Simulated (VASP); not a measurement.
**ZnSe (Stilleite): elastic constants with PBEsol**

**What was measured.**

From a printed reference work, textbook, for a bulk crystal of ZnSe: high-frequency dielectric constant 5.9.

Crystal: ZnSe (Stilleite).

```
Zn Se
1.0
     0.00000    2.82066    2.82066
     2.82066    0.00000    2.82066
     2.82066    2.82066    0.00000
Zn Se
1 1
Direct
  0.00000 0.00000 0.00000
  0.25000 0.25000 0.25000
```

| Item | Value |
| --- | --- |
| Program | VASP 6.6.1 |
| Task | elastic constants |
| Functional | PBEsol |
| Potentials or basis | VASP PAW PBE potentials, release 64 (Zn, Se) |
| Cutoff | 600 eV |
| k mesh | 14 × 14 × 14 |
| Occupations | gaussian, width 0.03 eV |
| Spin | no spin polarisation |
| Monkhorst-Pack mesh | yes |
| Ions in elastic constants | relaxed |
| Further INCAR settings | ALGO = Normal; EDIFF = 1e-08; IBRION = 6; POTIM = 0.015; NSW = 1; ISIF = 3 |

```
Electronic dielectric tensor (diagonal)                 : 7.40
Born charges (mean of the diagonal)                     : Zn +2.03; Se -2.03 e
Elastic constants C11, C12, C44                         : 89, 53, 39 GPa
Voigt bulk modulus                                      : 65 GPa
Highest phonon frequency at Γ, LO-TO splitting left out : 209 cm⁻¹
```

Phonon frequencies in cm⁻¹ (negative: imaginary):
```
              q point        frequencies
(0.000, 0.000, 0.000)  0 0 0 209 209 209
```

Elastic tensor in Voigt notation (GPa, in the Cartesian axes of the cell as first typed):
```
89 53 53  0  0  0
53 89 53  0  0  0
53 53 89  0  0  0
 0  0  0 39  0  0
 0  0  0  0 39  0
 0  0  0  0  0 39
```

Electronic dielectric tensor:
```
7.40 0.00 0.00
0.00 7.40 0.00
0.00 0.00 7.40
```

Born effective charge tensors (e):
atom 1, Zn
```
2.03 0.00 0.00
0.00 2.03 0.00
0.00 0.00 2.03
```
atom 2, Se
```
-2.03  0.00  0.00
 0.00 -2.03  0.00
 0.00  0.00 -2.03
```

Clamped-ion elastic tensor (GPa):
```
89 53 53  0  0  0
53 89 53  0  0  0
53 53 89  0  0  0
 0  0  0 60  0  0
 0  0  0  0 60  0
 0  0  0  0  0 60
```

Wall time 58 min on 1 thread of Intel(R) Xeon(R) 6975P-C (Granite Rapids) (shared host), peak memory 2.3 GiB.

Against the measured high-frequency dielectric constant of ZnSe, 5.9 (a printed reference work, textbook), the calculated 7.40 is off by +25.5 %.

Caveat: the PAW data sets were made with another functional, which shifts forces and pressure a little.
